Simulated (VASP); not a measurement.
A run of VASP 6.6.1:

The input INCAR:

```
SYSTEM = MoSe2
  PREC = Accurate
  ENCUT = 600
  EDIFF = 1E-8
  ISMEAR = 0
  SIGMA = 0.03
  LREAL = .False.
  LASPH = .True.
  NELM = 80
  ALGO = Normal
  ISIF = 2
  LWAVE = .False.
  LCHARG = .False.
  GGA = PE
  IVDW = 12
  LEPSILON = .True.
  KPAR = 2
```

KPOINTS

```
Automatic mesh
0
Gamma
  12 12 3
  0 0 0
```

POSCAR

```
MoSe2                                   
1.0
    3.2613018406      0.0000000000      0.0000000000
   -1.6306509203      2.8243702433     -0.0000000000
    0.0000000000      0.0000000000     12.5170642180
  Mo              Se            
     2     4
Direct
     0.3333333332999970    0.6666666667000030    0.2500000000000000
     0.6666666667000030    0.3333333332999970    0.7500000000000000
     0.3333333332999970    0.6666666667000030    0.6159869708421486
     0.6666666667000030    0.3333333332999970    0.1159869708421485
     0.3333333332999970    0.6666666667000030    0.8840130291578514
     0.6666666667000030    0.3333333332999970    0.3840130291578515
```

Potentials or basis: VASP PAW PBE potentials, release 64 (Mo_sv, Se).

Command:

```console
$ cat potpaw_PBE.64/Mo_sv/POTCAR potpaw_PBE.64/Se/POTCAR > POTCAR
$ mpirun -np 2 vasp_std > vasp.out
```

Hardware: 2 MPI ranks on Intel(R) Xeon(R) 6975P-C (Granite Rapids), on a shared host.

Question: Estimate the wall time of this run.

Answer: Run time: 13 min on 2 MPI ranks on Intel(R) Xeon(R) 6975P-C (Granite Rapids), on a shared host, peak memory 0.95 GiB a rank. Counts: scf iterations 164, k points 38.
